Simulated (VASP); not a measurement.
# ZnCu: interstitial O from one void to a neighbouring one, part 3 of 4

How hard is this move in ZnCu: interstitial O from one void to a neighbouring one? Both ends are relaxed first, then a band of images between them. The start is a cell from a database of measured crystal structures.

VASP 6.6.1, plane waves and PAW; the level of theory is named at each step.

So far. Step 2 (Relax the host): The run ended after 2 ionic steps, 0.002 eV below its first step, once forces and stress met EDIFFG = -0.02. Step 3 (Relax the start): The run ended after 24 ionic steps, 4.215 eV below its first step, once the forces on the free atoms met EDIFFG = -0.05.

**4. Relax the end**

Level of this step: PBE, no spin polarisation; plane waves and PAW (Zn, Cu, O) (VASP).

The end state is relaxed in the same way, so that both ends share their errors.

INCAR reads:

```
SYSTEM = Zn8Cu8O
PREC = Normal
ENCUT = 400
EDIFF = 1E-05
NELM = 120
ISMEAR = 1
SIGMA = 0.15
LREAL = Auto
ALGO = Fast
GGA = PE
NBANDS = 117
LASPH = .TRUE.
LORBIT = 11
LWAVE = .FALSE.
LCHARG = .FALSE.
KPAR = 3
IBRION = 2
NSW = 60
ISIF = 2
EDIFFG = -0.05
POTIM = 0.4
MAXMIX = 40
ISYM = 0
```

POSCAR reads:

```
Zn8Cu8O
1.0
    5.9260891250      0.0000000000      0.0000000000
    0.0000000000      5.9260891250      0.0000000000
    0.0000000000      0.0000000000      5.9260891250
Zn Cu O
8 8 1
Direct
    0.2472385490      0.2524692585      0.2483076865
    0.2529670854      0.2463828171      0.7530862418
    0.2499322877      0.7457855886      0.2489406185
    0.2501825902      0.7509206454      0.7466852064
    0.7462627189      0.2506735792      0.2484247634
    0.7507948096      0.2525633078      0.7444354959
    0.7508585362      0.7541330697      0.2489958746
    0.7472635761      0.7525387530      0.7508553584
    0.0030235221     -0.0011650709     -0.0050009989
   -0.0003712761     -0.0015046286      0.5026166458
    0.0006534929      0.4944960354     -0.0040335643
    0.0029827059      0.5022941438      0.4978392381
    0.4999964604      0.0015037693      0.0015808211
    0.5029572360      0.0008656152      0.4996799632
    0.4991264118      0.5035630338     -0.0075964240
    0.4995320512      0.5001113723      0.4951895797
   -0.1655434517     -0.0021980129      0.2529106710
```

KPOINTS reads:

```
Automatic mesh
0
Monkhorst-Pack
3 3 3
0 0 0
```

The projector-augmented-wave data sets are Zn, Cu and O (PBE family, release 64).

On the command line:

```sh
$ mpirun -np 3 vasp_std
```

Log:

```text
[... set-up lines as in an earlier step ...]
 entering main loop
       N       E                     dE             d eps       ncg     rms          rms(c)
DAV:   1     0.179692872094E+04    0.17969E+04   -0.67727E+04  3292   0.233E+03
DAV:   2     0.301860678268E+03   -0.14951E+04   -0.14260E+04  3276   0.553E+02
DAV:   3    -0.251058445113E+02   -0.32697E+03   -0.30658E+03  3276   0.252E+02
DAV:   4    -0.503591625044E+02   -0.25253E+02   -0.24443E+02  4280   0.790E+01
DAV:   5    -0.509237876191E+02   -0.56463E+00   -0.56195E+00  4208   0.123E+01    0.374E+01
RMM:   6    -0.481582874369E+02    0.27655E+01   -0.11606E+02  3306   0.721E+01    0.214E+01
RMM:   7    -0.401167253581E+02    0.80416E+01   -0.38487E+01  3293   0.406E+01    0.131E+01
RMM:   8    -0.400192088063E+02    0.97517E-01   -0.99860E-01  3484   0.403E+00    0.498E+00
RMM:   9    -0.400430800482E+02   -0.23871E-01   -0.45426E-01  3310   0.436E+00    0.186E+00
RMM:  10    -0.399910652907E+02    0.52015E-01   -0.18107E-01  3346   0.272E+00    0.391E-01
RMM:  11    -0.399929926368E+02   -0.19273E-02   -0.53464E-02  3543   0.932E-01    0.304E-01
RMM:  12    -0.399929370463E+02    0.55590E-04   -0.10811E-02  3872   0.534E-01    0.165E-01
RMM:  13    -0.399929826031E+02   -0.45557E-04   -0.34886E-03  3645   0.224E-01    0.110E-01
RMM:  14    -0.399929026010E+02    0.80002E-04   -0.10759E-03  3331   0.185E-01    0.390E-02
RMM:  15    -0.399929075691E+02   -0.49681E-05   -0.23245E-04  3206   0.831E-02    0.249E-02
RMM:  16    -0.399929040424E+02    0.35268E-05   -0.74513E-05  2824   0.476E-02
   1 F= -.39992904E+02 E0= -.39989386E+02  d E =-.399929E+02
 curvature:   0.00 expect dE= 0.000E+00 dE for cont linesearch  0.000E+00
 trial: gam= 0.00000 g(F)=  0.184E+02 g(S)=  0.000E+00 ort = 0.000E+00 (trialstep = 0.100E+01)
 search vector abs. value=  0.184E+02
 bond charge predicted
       N       E                     dE             d eps       ncg     rms          rms(c)
DAV:   1     0.838829932996E+00    0.40832E+02   -0.61149E+03  4033   0.336E+02    0.254E+01
RMM:   2    -0.369799145809E+02   -0.37819E+02   -0.40711E+02  3836   0.995E+01    0.282E+01
RMM:   3    -0.419938321923E+02   -0.50139E+01   -0.70638E+01  3738   0.392E+01    0.160E+01
RMM:   4    -0.427034174703E+02   -0.70959E+00   -0.14193E+01  3951   0.176E+01    0.124E+01
RMM:   5    -0.424043115678E+02    0.29911E+00   -0.26270E+00  3642   0.724E+00    0.758E+00
RMM:   6    -0.423938791868E+02    0.10432E-01   -0.84605E-01  3403   0.523E+00    0.389E+00
RMM:   7    -0.423410602399E+02    0.52819E-01   -0.46688E-01  3379   0.364E+00    0.133E+00
RMM:   8    -0.423287836542E+02    0.12277E-01   -0.16432E-01  3627   0.177E+00    0.860E-01
RMM:   9    -0.423236539743E+02    0.51297E-02   -0.28067E-02  3916   0.842E-01    0.575E-01
RMM:  10    -0.423224756413E+02    0.11783E-02   -0.28723E-02  3409   0.804E-01    0.245E-01
RMM:  11    -0.423212410673E+02    0.12346E-02   -0.49095E-03  3320   0.411E-01    0.842E-02
RMM:  12    -0.423214324299E+02   -0.19136E-03   -0.20394E-03  3921   0.162E-01    0.860E-02
RMM:  13    -0.423213676148E+02    0.64815E-04   -0.15926E-04  3295   0.577E-02    0.644E-02
RMM:  14    -0.423213054473E+02    0.62167E-04   -0.16427E-04  3097   0.479E-02    0.191E-02
RMM:  15    -0.423213050584E+02    0.38894E-06   -0.31663E-05  2229   0.285E-02
   2 F= -.42321305E+02 E0= -.42316715E+02  d E =-.232840E+01
[... from here on, the cycles between the ionic steps are left out ...]
   3 F= -.44052587E+02 E0= -.44047202E+02  d E =-.405968E+01
   4 F= -.44061390E+02 E0= -.44055783E+02  d E =-.406849E+01
   5 F= -.44528670E+02 E0= -.44523140E+02  d E =-.467280E+00
   6 F= -.44570879E+02 E0= -.44565641E+02  d E =-.509489E+00
   7 F= -.44669321E+02 E0= -.44663712E+02  d E =-.984416E-01
   8 F= -.44678672E+02 E0= -.44672927E+02  d E =-.107793E+00
   9 F= -.44696466E+02 E0= -.44690014E+02  d E =-.177942E-01
  10 F= -.44700724E+02 E0= -.44693790E+02  d E =-.220513E-01
  11 F= -.44711026E+02 E0= -.44703621E+02  d E =-.103028E-01
  12 F= -.44719332E+02 E0= -.44711266E+02  d E =-.186084E-01
  13 F= -.44720371E+02 E0= -.44712049E+02  d E =-.196474E-01
  14 F= -.44728732E+02 E0= -.44720019E+02  d E =-.836122E-02
  15 F= -.44731105E+02 E0= -.44722140E+02  d E =-.107341E-01
  16 F= -.44740593E+02 E0= -.44731245E+02  d E =-.948746E-02
  17 F= -.44756470E+02 E0= -.44746518E+02  d E =-.253651E-01
  18 F= -.44757159E+02 E0= -.44747190E+02  d E =-.260538E-01
  19 F= -.44764752E+02 E0= -.44754773E+02  d E =-.759289E-02
  20 F= -.44765192E+02 E0= -.44755219E+02  d E =-.803334E-02
  21 F= -.44768518E+02 E0= -.44758662E+02  d E =-.332557E-02
  22 F= -.44768695E+02 E0= -.44758860E+02  d E =-.350295E-02
 curvature:  -1.95 expect dE=-0.204E-02 dE for cont linesearch -0.687E-05
 trial: gam= 0.49747 g(F)=  0.105E-02 g(S)=  0.000E+00 ort = 0.112E-03 (trialstep = 0.230E+01)
 search vector abs. value=  0.204E-02
 bond charge predicted
       N       E                     dE             d eps       ncg     rms          rms(c)
DAV:   1    -0.447675620255E+02    0.11309E-02   -0.22005E+00  3416   0.483E+00    0.147E-01
RMM:   2    -0.447700637978E+02   -0.25018E-02   -0.25601E-02  3573   0.970E-01    0.106E-01
RMM:   3    -0.447706153963E+02   -0.55160E-03   -0.72683E-03  4080   0.356E-01    0.666E-02
RMM:   4    -0.447706073673E+02    0.80290E-05   -0.49133E-04  4071   0.102E-01    0.582E-02
RMM:   5    -0.447706050351E+02    0.23322E-05   -0.91343E-05  3322   0.531E-02
  23 F= -.44770605E+02 E0= -.44760775E+02  d E =-.190981E-02
 trial-energy change:   -0.001910  1 .order   -0.001464   -0.002535   -0.000393
 step:   2.4803(harm=  2.7226)  dis= 0.00771  next Energy=   -44.770621 (dE=-0.193E-02)
 reached required accuracy - stopping structural energy minimisation
```

The job ended after 14 min (3 MPI ranks of Intel Xeon Platinum 8259CL at 2.50GHz (Skylake/Cascade Lake), shared host; peak memory 0.88 GiB; 43 min of CPU time).

OUTCAR, selected parts (step 4):

```text
 Found     14 irreducible k-points:

   NELECT =     190.0000    total number of electrons

 E-fermi :   5.7774

 k-point     1 :       0.0000    0.0000    0.0000
  band No.  band energies     occupation
    ...
     93       3.9618      2.00000
     94       4.6212      2.00000
     95       4.6831      2.00000
     96       4.8206      2.00000
     97       5.7773      1.00089
     98       7.2448     -0.00000
     99       7.6244     -0.00000
    100       7.9693     -0.00000
    101       8.0329     -0.00000
    102       8.4838     -0.00000
    ...

 k-point     2 :       0.3333    0.0000    0.0000
  band No.  band energies     occupation
    ...
     92       4.4010      2.00000
     93       4.5040      2.00000
     94       4.8091      2.00000
     95       5.0013      2.00000
     96       5.0726      2.00000
     97       6.4036     -0.00000
     98       7.2766     -0.00000
     99       7.6739     -0.00000
    100       7.9176     -0.00000
    101       8.1292     -0.00000
    ...

  Total        9.9826100      9.0531909      9.4839176      0.1846131      0.0104170     -0.0164951
  in kB       76.8511113     69.6959791     73.0119283      1.4212436      0.0801956     -0.1269873
  external PRESSURE =      73.1863396 kB  Pullay stress =       0.0000000 kB

 POSITION                                       TOTAL-FORCE (eV/Angst)
 -----------------------------------------------------------------------------------
      1.54105      1.52739      1.47338        -0.005854      0.001811      0.002071
      1.47915      1.62466      4.43410        -0.006072      0.013375      0.002053
      1.53662      4.40456      1.47176         0.003141     -0.011282      0.004335
      1.47430      4.30686      4.43460         0.003561     -0.022826      0.005893
      4.24503      1.64340      1.47478        -0.007835      0.002226     -0.005146
      4.42986      1.47937      4.43435         0.024997     -0.021513      0.001782
      4.23473      4.28025      1.47135        -0.010451     -0.029664     -0.002868
      4.43157      4.45090      4.43534         0.028060      0.020151      0.001524
      0.19004      0.00715      5.66095        -0.001387      0.003277      0.009833
      0.18928      0.00727      3.20526         0.002785     -0.002877     -0.007623
      5.90043      2.96166      0.03450        -0.009493      0.004237      0.003471
      5.89841      2.96309      2.91162        -0.000849     -0.001774     -0.004785
      2.82701      0.00182      5.81776         0.007022      0.003223     -0.008412
      2.82860      0.00043      3.05345        -0.003842     -0.001799      0.000643
      2.95925      2.96213      5.81920        -0.001127      0.007494     -0.028488
      2.96104      2.96458      3.05377        -0.002197      0.005075      0.023070
      5.24756      5.91746      1.46968        -0.020460      0.030866      0.002646
 -----------------------------------------------------------------------------------
    total drift:                               -0.030162     -0.000324     -0.015253

  FREE ENERGIE OF THE ION-ELECTRON SYSTEM (eV)
  ---------------------------------------------------
  free  energy   TOTEN  =       -44.7706050351 eV

  energy  without entropy=      -44.7411141318  energy(sigma->0) =      -44.76077473

 total charge
# of ion       s       p       d       tot
------------------------------------------
    1        0.590   0.485   9.740  10.815
    2        0.606   0.591   9.747  10.943
    3        0.589   0.484   9.740  10.812
    4        0.605   0.589   9.746  10.940
    5        0.578   0.544   9.781  10.902
    6        0.598   0.512   9.732  10.842
    7        0.580   0.547   9.782  10.908
    8        0.597   0.510   9.732  10.839
    9        0.438   0.426   9.191  10.056
   10        0.438   0.426   9.191  10.055
   11        0.445   0.369   9.171   9.985
   12        0.445   0.369   9.172   9.986
   13        0.440   0.356   9.186   9.981
   14        0.440   0.356   9.186   9.982
   15        0.446   0.435   9.183  10.065
   16        0.446   0.436   9.184  10.066
   17        1.613   3.443   0.000   5.056
--------------------------------------------------
tot          9.893  10.877 151.463 172.233

[... 6 parts as in an earlier step ...]

[... 6 further parts left out ...]
```

The steps of the relaxation (22 of 23):

```
step  energy less that of the first step (eV)  largest force (eV/Å)
   1                                   0.0000               15.9703
   2                                  -2.3284                9.4127
   3                                  -4.0597                2.3851
   4                                  -4.0685                2.2746
   5                                  -4.5358                0.9978
   6                                  -4.5780                1.1126
   7                                  -4.6764                0.4316
   8                                  -4.6858                0.4901
   9                                  -4.7036                0.2968
  10                                  -4.7078                0.2968
  11                                  -4.7181                0.1799
  13                                  -4.7275                0.2439
  14                                  -4.7358                0.1532
  15                                  -4.7382                0.1886
  16                                  -4.7477                0.1363
  17                                  -4.7636                0.1279
  18                                  -4.7643                0.1567
  19                                  -4.7718                0.1210
  20                                  -4.7723                0.1276
  21                                  -4.7756                0.0584
  22                                  -4.7758                0.0795
  23                                  -4.7777                0.0371
```

The atoms that moved most (Å):

```
atom      dx      dy      dz  length
 O17   0.303   0.004  -0.029   0.304
Cu10   0.191   0.016   0.227   0.297
 Cu9   0.172   0.014  -0.236   0.292
 Zn7  -0.215  -0.189  -0.004   0.286
 Zn5  -0.177   0.158   0.003   0.237
Cu13  -0.136  -0.007  -0.118   0.180
Cu14  -0.152  -0.005   0.092   0.178
 Zn2  -0.020   0.165  -0.029   0.168
```

The relaxed structure:

```
Zn Cu O
1.0
     5.92609    0.00000    0.00000
     0.00000    5.92609    0.00000
     0.00000    0.00000    5.92609
Zn Cu O
8 8 1
Cartesian
  1.5411 1.5274 1.4734
  1.4792 1.6247 4.4341
  1.5366 4.4046 1.4718
  1.4743 4.3069 4.4346
  4.2450 1.6434 1.4748
  4.4299 1.4794 4.4343
  4.2347 4.2802 1.4713
  4.4316 4.4509 4.4353
  0.1900 0.0071 -0.2651
  0.1893 0.0073 3.2053
  -0.0257 2.9617 0.0345
  -0.0277 2.9631 2.9116
  2.8270 0.0018 -0.1083
  2.8286 0.0004 3.0535
  2.9592 2.9621 -0.1069
  2.9610 2.9646 3.0538
  -0.6785 -0.0086 1.4697
```

Numbers from this step:

```yaml
electronic_cycles: 182
```

The run ended after 23 ionic steps, 4.778 eV below its first step, once the forces on the free atoms met EDIFFG = -0.05.

(Part 3 of 4 ends here.)

[Lines on the potential files, build, host, timing and source positions are cut from VASP's logs without a mark.]

[Logs are printed without paths, hosts, clocks, repeated set-up lines and the standing remarks that a program may print on its own settings, such as how far it seeks lower states.]

[Hosts, paths, dates, database ids (printed as entryN), source tags and the programs' standing remarks are cut or masked in the printed files.]

[Runs that stopped without an error message from VASP are left out.]
